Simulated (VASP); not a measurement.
A run of VASP 6.6.1:

Contents of INCAR:

```
PREC = Accurate
ENCUT = 520
EDIFF = 1E-8
ISMEAR = 0
SIGMA = 0.03
LREAL = False
LASPH = True
NELM = 80
ALGO = Normal
ISIF = 2
LWAVE = False
LCHARG = False
GGA = PE
LEPSILON = True
```

File KPOINTS:

```
regular mesh
0
Monkhorst-Pack
  14 14 14
```

POSCAR

```
AlAs                                    
1.0
    0.0000000000      2.8408844734      2.8408844734
    2.8408844734      0.0000000000      2.8408844734
    2.8408844734      2.8408844734      0.0000000000
  Al              As            
     1     1
Direct
     0.0000000000000000    0.0000000000000000    0.0000000000000000
     0.2500000000000000    0.2500000000000000    0.2500000000000000
```

Potentials or basis: VASP PAW PBE potentials, release 64 (Al, As).

Run with:

```sh
$ cat potpaw_PBE.64/Al/POTCAR potpaw_PBE.64/As/POTCAR > POTCAR
$ mpirun -np 1 vasp_std > vasp.out
```

Hardware: 1 thread of Intel(R) Xeon(R) 6975P-C (Granite Rapids), with other jobs on the host.

**Question.** Estimate the wall time of this run.

**Answer.** Run time: 20 min on 1 thread of Intel(R) Xeon(R) 6975P-C (Granite Rapids), with other jobs on the host, peak memory 1.3 GiB. Counts: scf iterations 110, k points 280.
